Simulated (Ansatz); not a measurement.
# HgTe (Coloradoite) (F-43m) in Ansatz: further runs

One crystal, HgTe (Coloradoite), is run at these levels: SVWN5, PBE; tasks: band structure, single point, equation of state.

Program: Ansatz 0.2.0. These are calculated values, not measurements. Logs are shortened: lines on timing, memory, paths and dates and some standing lists are left out, and cuts for length are marked.

## 1. The structure

The structure is cubic, space group F-43m (No. 216). Conventional cell: a = 6.429 Å, b = 6.429 Å, c = 6.429 Å, α = 90.00°, β = 90.00°, γ = 90.00°. Around Hg (site symmetry -43m) lie 4 Te at 2.78 Å. Te (site symmetry -43m) has 4 Hg at 2.78 Å as nearest neighbours.

## 2. Band structure, SVWN5

File input.yaml:

```yaml
crystal:
  lattice:
    - [0.0, 3.2145, 3.2145]
    - [3.2145, 0.0, 3.2145]
    - [3.2145, 3.2145, 0.0]
  atoms:
    - { symbol: Hg, position: [0.0, 0.0, 0.0] }
    - { symbol: Te, position: [0.75, 0.75, 0.75] }
hamiltonian:
  xc: { exchange: slater, correlation: vwn5 }
  pseudopotentials: { kind: paw }
kpoints:
  mp_grid: { grid: [7, 7, 7] }
  band_path:
    path:
      - [[0.0, 0.0, 0.0], [0.5, 0.0, 0.5], [0.5, 0.25, 0.75], [0.375, 0.375, 0.75], [0.0, 0.0, 0.0], [0.5, 0.5, 0.5], [0.625, 0.25, 0.625], [0.5, 0.25, 0.75], [0.5, 0.5, 0.5], [0.375, 0.375, 0.75]]
      - [[0.625, 0.25, 0.625], [0.5, 0.0, 0.5]]
    npoints: 14
scf:
  occupations: { method: fermi_dirac, width: 0.05 }
  n_extra_bands: 6
output:
  forces: true
  stress: true
  eigenvalues: true
  fatbands: true
```

Potentials or basis: Ansatz PAW.

Launch:

```console
$ ansatz run input.yaml --threads 2 --pin off --max-ram 5120MiB --backend cpu --events-out ev --progress --plain --runs-dir out
```

What it wrote:

```text
Warning: RAYON_NUM_THREADS=2 ignored (pool sized by the plan → 2); use --threads N
scf.n_extra_bands = 6 over 18 filled bands (N_el = 36.0): the run solves 24 bands
Engine: ansatz 0.2.0, x86_64-unknown-linux-gnu
Pseudopotentials: kind: paw
Pseudopotential: Hg, paw, valence charge 20, recommended cutoff 420 eV (normal), Hg.paw.azcp
Pseudopotential: Te, paw, valence charge 16, recommended cutoff 420 eV (normal), Te.paw.azcp
Functional definition: unnamed
  exchange = slater_x
  correlation = vwn5_c
Crystal: 2 atoms, lattice volume = 66.431 Å³
Basis set: ecut = 420 eV, 1291 PW (Γ)
Bands: 24, of which v1, the nominal top of the filled ones, is band 18 counted from 1 (17 counted from 0)
Symmetry: 24 space group operations
Space group: F-43m (ITA 216), of the structure as read, at distance tolerance 4.1e-5 Å
k-points: 20 of 343 (time reversal used)
Non-local potential: Hg, projectors of the file, l = 0: 3, l = 1: 2, l = 2: 2, l = 3: 1
Non-local potential: Te, projectors of the file, l = 0: 2, l = 1: 2, l = 2: 2, l = 3: 2
PAW form: soft (Blöchl's): semilocal exchange-correlation on the pseudo side does not see the compensation charge
PAW frozen core: Hg, regenerated for the run's functional, and the local potential with it (the file was generated under x = pbe(κ = 0.804, μ = 0.2195149727645171), c = pbe(β = 0.06672455060314922))
PAW frozen core: Te, regenerated for the run's functional, and the local potential with it (the file was generated under x = pbe(κ = 0.804, μ = 0.2195149727645171), c = pbe(β = 0.06672455060314922))
PAW one-centre angular grid: Hg, 590 points (default); XC on 64 Gauss nodes
PAW one-centre angular grid: Te, 590 points (default); XC on 64 Gauss nodes
Initial density: superposition of atomic densities (neutral atoms: chi_scale 0, normalization atom), corrected by the library's trained network
Initial wavefunctions: pseudopotential atomic-orbital guess
Functional: x = slater, c = vwn5
SCF iter   1: F=—  HF=-20351.380914 eV  |F-HF|=—  |Δ(HF+E_count)|=         —  Δρ=4.41e-3  dr2=8.15e-3  ethr=1.77e-3  ⟨swp⟩=6.0  Hψ=2292  notcnv=0  defer=3
preconditioner: auto → none  [insulator: Δε(μ)=0.570 eV  Ē_g=12.030 eV  σ=0.050 eV  W_gap=0.69  n_scr=14 (ndim 8)  ℏωp=19.3 eV  f_vac=0.179  D(μ)=0.08/eV (n_scr^D=0)  ε∞_Penn≈3.6]
SCF iter   2: F=—  HF=-20351.378098 eV  |F-HF|=—  |Δ(HF+E_count)|=   2.82e-3  Δρ=1.87e-3  dr2=8.03e-4  ethr=2.26e-5  ⟨swp⟩=2.0  Hψ=998  notcnv=0  defer=22
SCF iter   3: F=—  HF=-20351.378121 eV  |F-HF|=—  |Δ(HF+E_count)|=   2.30e-5  Δρ=6.52e-4  dr2=1.08e-4  ethr=2.23e-6  ⟨swp⟩=1.0  Hψ=454  notcnv=0  defer=22
SCF iter   4: F=—  HF=-20351.378127 eV  |F-HF|=—  |Δ(HF+E_count)|=   6.53e-6  Δρ=5.68e-5  dr2=2.71e-6  ethr=2.99e-7  ⟨swp⟩=1.1  Hψ=456  notcnv=0  defer=22
SCF iter   5: F=—  HF=-20351.378131 eV  |F-HF|=—  |Δ(HF+E_count)|=   3.23e-6  Δρ=1.60e-5  dr2=1.48e-7  ethr=7.52e-9  ⟨swp⟩=2.0  Hψ=618  notcnv=0  defer=22
SCF iter   6: F=-20351.378131 eV  HF=-20351.378131 eV  |F-HF|=1.04e-9  |Δ(HF+E_count)|=   2.42e-8  Δρ=3.65e-6  dr2=5.00e-9  ethr=2.78e-10  ⟨swp⟩=9.2  Hψ=2195  notcnv=0
SCF 1 converged in 6 iterations: F = -20351.378131 eV  dr2 = 5.00e-9
NSCF: frozen V_eff on 142 k-points
SCF converged after 6 iterations
Free energy (F): -20351.378131 eV
Harris-Foulkes:  -20351.378131 eV  (|F-HF|=1.04e-9)
Internal energy: -20351.377446 eV  (E = F + TS)
E sigma→0 (E₀):  -20351.377788 eV
Entropy (-TS):   -0.000685 eV (-0.342 meV/atom)
Fermi energy:    8.704763 eV
--- Per-component energies (eV) ---
  E_band       = -776.458903
  E_kinetic    = 786.216281
  E_local      = -4782.533612  (includes V_loc(G=0)·N_el)
  E_nonlocal   = -224.438888
  E_hartree    = 2320.622643
  E_xc         = -342.968771
  E_vxc        = -367.091513  (∫ρ·V_xc dr)
  E_paw        = -14166.476416  (= ΣΔE_a)
  E_vpaw       = -829.860788  (= ΣTr[D̂ρ^β])
  E_aug_tail   = 0.000658  (compensation charges beyond the density's cutoff)
  E_ewald      = -3943.057611
  E_core_change = 1.258270  (= ΣΔE_core)
  E_smearing   = -0.000685  (= −TS)
  E_closure    = 0.000000  (closes the sum)
  Σ components = -20351.378131   (vs F -20351.378131, Δ=0.00e0)
--- Forces (eV/Å), atoms counted from 1 ---
  atom   1  Hg    -0.00000000     0.00000000     0.00000000
  atom   2  Te     0.00000000    -0.00000000    -0.00000000
  max |Σ_I F_I| component: 9.95e-17 eV/Å
--- Stress (GPa, compression-positive) ---
        0.126644       0.000000      -0.000000
       -0.000000       0.126644       0.000000
       -0.000000       0.000000       0.126644
  P = ⅓ Tr σ = 0.1266 GPa (1.266 kbar)
--- Band table (eV; the first three rows and the last of 20) ---
  k-point 0: bands = ["-106.4884", "-54.7914", "-54.7914", "-54.7914", "-28.0510", "-28.0510", "-28.0510", "-28.0412", "-28.0412", "-3.5289", "1.2263", "1.2263", "1.2263", "1.7798", "1.7798", "7.7777", "8.6644", "8.6644", "8.6644", "12.8258", "12.8258", "12.8258", "14.8782", "18.3580"]
  k-point 1: bands = ["-106.4884", "-54.7914", "-54.7914", "-54.7914", "-28.0511", "-28.0510", "-28.0510", "-28.0412", "-28.0412", "-3.4258", "1.2549", "1.2549", "1.2620", "1.7769", "1.7769", "6.4994", "8.4324", "8.4324", "9.3158", "12.7334", "13.1258", "13.1258", "16.0444", "17.3236"]
  k-point 2: bands = ["-106.4884", "-54.7915", "-54.7914", "-54.7914", "-28.0513", "-28.0509", "-28.0509", "-28.0411", "-28.0411", "-3.1796", "1.3129", "1.3129", "1.4449", "1.7807", "1.7807", "4.7591", "7.9896", "7.9896", "9.3940", "13.5525", "13.5525", "13.8095", "16.1056", "17.2850"]
  k-point 19: bands = ["-106.4884", "-54.7915", "-54.7915", "-54.7915", "-28.0514", "-28.0510", "-28.0505", "-28.0411", "-28.0408", "-2.7429", "1.4383", "1.4991", "1.7067", "1.7638", "2.3413", "3.0617", "5.6823", "6.4273", "11.4362", "12.9782", "14.2274", "15.1287", "17.2808", "18.7720"]
```

It took 6.4 s on 2 threads of Intel Xeon Platinum 8375C at 2.90GHz (Ice Lake), shared host; peak memory 0.43 GiB.

Results:

```yaml
Free_energy: -20351.3781 eV
Pressure: 0.1 GPa
Band_gap_on_the_k_mesh: none (metal or under the smearing width)
```

Levels at the corners of the path, in eV from the Fermi level:
```
point  band 15  band 16  band 17  band 18  band 19  band 20  band 21  band 22
    Γ    -6.92    -0.93    -0.04    -0.04    -0.04     4.12     4.12     4.12
    X    -6.47    -5.61    -2.40    -2.40     1.77     2.26     8.02     8.80
    W    -6.29    -5.72    -2.82    -2.69     3.06     4.46     5.13     6.00
    K    -6.38    -5.65    -3.07    -2.00     2.11     3.87     6.87     7.12
    Γ    -6.92    -0.93    -0.04    -0.04    -0.04     4.12     4.12     4.12
    L    -6.62    -5.70    -1.07    -1.07     0.53     4.94     4.94     6.57
    U    -6.38    -5.65    -3.07    -2.00     2.11     3.87     6.87     7.12
    W    -6.29    -5.72    -2.82    -2.69     3.06     4.46     5.13     6.00
    L    -6.62    -5.70    -1.07    -1.07     0.53     4.94     4.94     6.57
    K    -6.38    -5.65    -3.07    -2.00     2.11     3.87     6.87     7.12
    U    -6.38    -5.65    -3.07    -2.00     2.11     3.87     6.87     7.12
    X    -6.47    -5.61    -2.40    -2.40     1.77     2.26     8.02     8.80
```

Caveat: spin-orbit coupling is left out, which moves the levels of the heavy elements; the PAW data sets come from PBE, with cores solved anew for the run's functional, which leaves a small shift of forces and pressure.

## 3. Single point, PBE, 31.22 Å³/atom (volume scaled by 0.94)

File input.yaml:

```yaml
crystal:
  lattice:
    - [0.0, 3.1488795465, 3.1488795465]
    - [3.1488795465, 0.0, 3.1488795465]
    - [3.1488795465, 3.1488795465, 0.0]
  atoms:
    - { symbol: Hg, position: [0.0, 0.0, 0.0] }
    - { symbol: Te, position: [0.75, 0.75, 0.75] }
hamiltonian:
  xc: pbe
  pseudopotentials: { kind: paw, core: small }
kpoints:
  mp_grid: { grid: [7, 7, 7] }
scf:
  occupations: { method: fermi_dirac, width: 0.05 }
output:
  forces: true
  stress: true
  eigenvalues: true
```

Potentials or basis: Ansatz PAW.

Launch:

```console
$ ansatz run input.yaml --threads 2 --pin off --max-ram 5120MiB --backend cpu --events-out ev --progress --plain --runs-dir out
```

What it wrote:

```text
Warning: RAYON_NUM_THREADS=2 ignored (pool sized by the plan → 2); use --threads N
Engine: ansatz 0.2.0, x86_64-unknown-linux-gnu
Pseudopotentials: kind: paw
Pseudopotential: Hg, paw, valence charge 20, recommended cutoff 420 eV (normal), Hg.paw.azcp
Pseudopotential: Te, paw, valence charge 16, recommended cutoff 420 eV (normal), Te.paw.azcp
Functional definition: PBE
  parameter kappa = 0.804
  parameter beta = 0.06672455060314922
  exchange = pbe_x(kappa = kappa, mu = beta*pi^2/3)
  correlation = pbe_c(beta = beta)
Crystal: 2 atoms, lattice volume = 62.445 Å³
Basis set: ecut = 420 eV, 1243 PW (Γ), exchange–correlation on 60×60×60 points (8 copies of the dense FFT grid, shifted against one another)
Bands: 22, of which v1, the nominal top of the filled ones, is band 18 counted from 1 (17 counted from 0)
Symmetry: 24 space group operations
Space group: F-43m (ITA 216), of the structure as read, at distance tolerance 4.0e-5 Å
k-points: 20 of 343 (time reversal used)
Non-local potential: Hg, projectors of the file, l = 0: 3, l = 1: 2, l = 2: 2, l = 3: 1
Non-local potential: Te, projectors of the file, l = 0: 2, l = 1: 2, l = 2: 2, l = 3: 2
PAW form: soft (Blöchl's): semilocal exchange-correlation on the pseudo side does not see the compensation charge
PAW one-centre angular grid: Hg, 590 points (default); XC on 64 Gauss nodes
PAW one-centre angular grid: Te, 590 points (default); XC on 64 Gauss nodes
Initial density: superposition of atomic densities (neutral atoms: chi_scale 0, normalization atom), corrected by the library's trained network
Initial wavefunctions: pseudopotential atomic-orbital guess
Functional: x = pbe(κ = 0.804, μ = 0.2195149727645171), c = pbe(β = 0.06672455060314922)
[... 15 lines left out ...]
Entropy (-TS):   -0.000633 eV (-0.317 meV/atom)
Fermi energy:    10.104224 eV
--- Per-component energies (eV) ---
  E_band       = -735.995867
  E_kinetic    = 786.803511
  E_local      = -4632.816409  (includes V_loc(G=0)·N_el)
  E_nonlocal   = -238.173916
  E_hartree    = 2268.485069
  E_xc         = -345.976860
  E_vxc        = -368.201414  (∫ρ·V_xc dr)
  E_paw        = -14606.586635  (= ΣΔE_a)
  E_vpaw       = -820.576438  (= ΣTr[D̂ρ^β])
  E_aug_tail   = 0.000737  (compensation charges beyond the density's cutoff)
  E_ewald      = -4025.228181
  E_smearing   = -0.000633  (= −TS)
  E_closure    = 0.000000  (closes the sum)
  Σ components = -20793.493317   (vs F -20793.493317, Δ=0.00e0)
--- Forces (eV/Å), atoms counted from 1 ---
  atom   1  Hg    -0.00000000    -0.00000000     0.00000000
  atom   2  Te     0.00000000     0.00000000     0.00000000
  max |Σ_I F_I| component: 8.79e-17 eV/Å
--- Stress (GPa, compression-positive) ---
        8.577536       0.000000      -0.000000
       -0.000000       8.577536       0.000000
       -0.000000       0.000000       8.577536
  P = ⅓ Tr σ = 8.5775 GPa (85.775 kbar)
--- Band table (eV; the first three rows and the last of 20) ---
  k-point 0: bands = ["-105.2002", "-53.6606", "-53.6606", "-53.6606", "-26.9292", "-26.9292", "-26.9292", "-26.9175", "-26.9175", "-2.5231", "2.2207", "2.2207", "2.2207", "2.8509", "2.8509", "9.5422", "10.0665", "10.0665", "10.0665", "14.1589", "14.1589", "14.1589"]
  k-point 1: bands = ["-105.2002", "-53.6606", "-53.6606", "-53.6606", "-26.9293", "-26.9291", "-26.9291", "-26.9175", "-26.9175", "-2.4069", "2.2532", "2.2532", "2.2576", "2.8474", "2.8474", "7.9679", "9.8021", "9.8021", "10.8962", "14.1867", "14.4882", "14.4882"]
  k-point 2: bands = ["-105.2002", "-53.6607", "-53.6606", "-53.6606", "-26.9296", "-26.9290", "-26.9290", "-26.9174", "-26.9174", "-2.1286", "2.3190", "2.3190", "2.4551", "2.8519", "2.8519", "6.0261", "9.3045", "9.3045", "10.9460", "14.9451", "14.9451", "15.4486"]
  k-point 19: bands = ["-105.2002", "-53.6608", "-53.6607", "-53.6607", "-26.9299", "-26.9293", "-26.9286", "-26.9174", "-26.9170", "-1.6328", "2.4541", "2.5339", "2.7661", "2.8290", "3.5109", "4.1570", "6.7724", "7.5843", "13.0000", "14.4712", "15.7618", "16.6158"]
```

Wall time 1.1 s (2 threads of Intel Xeon Platinum 8375C at 2.90GHz (Ice Lake), shared host); peak memory 0.38 GiB.

What came out:

```
Free energy            : -20793.4933 eV
Pressure               : 8.6 GPa
Band gap on the k mesh : none (metal or under the smearing width)
```

## 4. Single point, PBE, 31.89 Å³/atom (volume scaled by 0.96)

Edit input.yaml of step 3 so:

```diff
@@ -2,5 +2,5 @@
   lattice:
-    - [0.0, 3.1488795465, 3.1488795465]
-    - [3.1488795465, 0.0, 3.1488795465]
-    - [3.1488795465, 3.1488795465, 0.0]
+    - [0.0, 3.1710554852, 3.1710554852]
+    - [3.1710554852, 0.0, 3.1710554852]
+    - [3.1710554852, 3.1710554852, 0.0]
   atoms:
@@ -19 +19,5 @@
   eigenvalues: true
+  write_density: true
+  write_potential: true
+  elf: true
+  volumetric_format: npy
```

Launch:

```console
$ ansatz run input.yaml --threads 2 --pin off --max-ram 5120MiB --backend cpu --events-out ev --progress --plain --runs-dir out
```

It took 1.6 s on 2 threads of Intel Xeon Platinum 8375C at 2.90GHz (Ice Lake), shared host; peak memory 0.4 GiB.

It converged, with:

```
Free energy            : -20793.5581 eV
Pressure               : 7.1 GPa
Band gap on the k mesh : none (metal or under the smearing width)
```

## 5. Single point, PBE, 32.55 Å³/atom (volume scaled by 0.98)

File input.yaml:

```yaml
crystal:
  lattice:
    - [0.0, 3.1929255244, 3.1929255244]
    - [3.1929255244, 0.0, 3.1929255244]
    - [3.1929255244, 3.1929255244, 0.0]
  atoms:
    - { symbol: Hg, position: [0.0, 0.0, 0.0] }
    - { symbol: Te, position: [0.75, 0.75, 0.75] }
hamiltonian:
  xc: pbe
  pseudopotentials: { kind: paw, core: small }
kpoints:
  mp_grid: { grid: [7, 7, 7] }
scf:
  occupations: { method: fermi_dirac, width: 0.05 }
output:
  forces: true
  stress: true
  eigenvalues: true
```

Launch:

```console
$ ansatz run input.yaml --threads 2 --pin off --max-ram 5120MiB --backend cpu --events-out ev --progress --plain --runs-dir out
```

Wall time 1.1 s (2 threads of Intel Xeon Platinum 8375C at 2.90GHz (Ice Lake), shared host); peak memory 0.39 GiB.

It converged, with:

- Free energy: -20793.6113 eV
- Pressure: 5.8 GPa
- Band gap on the k mesh: none (metal or under the smearing width)

## 6. Single point, PBE, 33.22 Å³/atom

Edit input.yaml of step 5 so:

```diff
@@ -2,5 +2,5 @@
   lattice:
-    - [0.0, 3.1929255244, 3.1929255244]
-    - [3.1929255244, 0.0, 3.1929255244]
-    - [3.1929255244, 3.1929255244, 0.0]
+    - [0.0, 3.2145, 3.2145]
+    - [3.2145, 0.0, 3.2145]
+    - [3.2145, 3.2145, 0.0]
   atoms:
```

Potentials or basis: Ansatz PAW.

Launch:

```console
$ ansatz run input.yaml --threads 2 --pin off --max-ram 5120MiB --backend cpu --events-out ev --progress --plain --runs-dir out
```

It took 1.2 s on 2 threads of Intel Xeon Platinum 8375C at 2.90GHz (Ice Lake), shared host; peak memory 0.4 GiB.

The run converged. Its results:

```
Free energy            : -20793.6539 eV
Pressure               : 4.6 GPa
Band gap on the k mesh : none (metal or under the smearing width)
```

## 7. Single point, PBE, 33.88 Å³/atom (volume scaled by 1.02)

Edit input.yaml of step 6 so:

```diff
@@ -2,5 +2,5 @@
   lattice:
-    - [0.0, 3.2145, 3.2145]
-    - [3.2145, 0.0, 3.2145]
-    - [3.2145, 3.2145, 0.0]
+    - [0.0, 3.2357886999, 3.2357886999]
+    - [3.2357886999, 0.0, 3.2357886999]
+    - [3.2357886999, 3.2357886999, 0.0]
   atoms:
```

Launch:

```console
$ ansatz run input.yaml --threads 2 --pin off --max-ram 5120MiB --backend cpu --events-out ev --progress --plain --runs-dir out
```

Run time: 1.2 s. Hardware: 2 threads of Intel Xeon Platinum 8375C at 2.90GHz (Ice Lake), shared host; peak memory 0.4 GiB.

The run converged. Its results:

- Free energy: -20793.6872 eV
- Pressure: 3.5 GPa
- Band gap on the k mesh: none (metal or under the smearing width)

## 8. Single point, PBE, 34.54 Å³/atom (volume scaled by 1.04)

Edit input.yaml of step 7 so:

```diff
@@ -2,5 +2,5 @@
   lattice:
-    - [0.0, 3.2357886999, 3.2357886999]
-    - [3.2357886999, 0.0, 3.2357886999]
-    - [3.2357886999, 3.2357886999, 0.0]
+    - [0.0, 3.2568009036, 3.2568009036]
+    - [3.2568009036, 0.0, 3.2568009036]
+    - [3.2568009036, 3.2568009036, 0.0]
   atoms:
@@ -19 +19,5 @@
   eigenvalues: true
+  write_density: true
+  write_potential: true
+  elf: true
+  volumetric_format: npy
```

Launch:

```console
$ ansatz run input.yaml --threads 2 --pin off --max-ram 5120MiB --backend cpu --events-out ev --progress --plain --runs-dir out
```

Run time: 1.8 s. Hardware: 2 threads of Intel Xeon Platinum 8375C at 2.90GHz (Ice Lake), shared host; peak memory 0.4 GiB.

It converged, with:

```
Free energy            : -20793.7122 eV
Pressure               : 2.5 GPa
Band gap on the k mesh : none (metal or under the smearing width)
```

## 9. Single point, PBE, 35.21 Å³/atom (volume scaled by 1.06)

File input.yaml:

```yaml
crystal:
  lattice:
    - [0.0, 3.2775454177, 3.2775454177]
    - [3.2775454177, 0.0, 3.2775454177]
    - [3.2775454177, 3.2775454177, 0.0]
  atoms:
    - { symbol: Hg, position: [0.0, 0.0, 0.0] }
    - { symbol: Te, position: [0.75, 0.75, 0.75] }
hamiltonian:
  xc: pbe
  pseudopotentials: { kind: paw, core: small }
kpoints:
  mp_grid: { grid: [7, 7, 7] }
scf:
  occupations: { method: fermi_dirac, width: 0.05 }
output:
  forces: true
  stress: true
  eigenvalues: true
```

Potentials or basis: Ansatz PAW.

Launch:

```console
$ ansatz run input.yaml --threads 2 --pin off --max-ram 5120MiB --backend cpu --events-out ev --progress --plain --runs-dir out
```

Run time: 1.2 s. Hardware: 2 threads of Intel Xeon Platinum 8375C at 2.90GHz (Ice Lake), shared host; peak memory 0.39 GiB.

It converged, with:

| Quantity | Value |
| --- | --- |
| Free energy | -20793.7297 eV |
| Pressure | 1.7 GPa |
| Band gap on the k mesh | none (metal or under the smearing width) |

## 10. Equation of state, PBE

Potentials or basis: Ansatz PAW small core.

No new run: the results of the series are fitted here.

What came out:

```yaml
Equilibrium_volume: "36.80 Å³/atom (rough: see the caveat)"
Bulk_modulus: 34 GPa (rough)
```

Energy against volume, from the lowest point:
```
volume (Å³/atom)  energy (meV/atom)
          31.223             118.19
          31.887              85.77
          32.551              59.21
          33.215              37.89
          33.880              21.23
          34.544               8.74
          35.208               0.00
```

Caveat: the minimum lies outside the volumes run. The run has no spin-orbit coupling, so splittings on Hg, Te are missing.
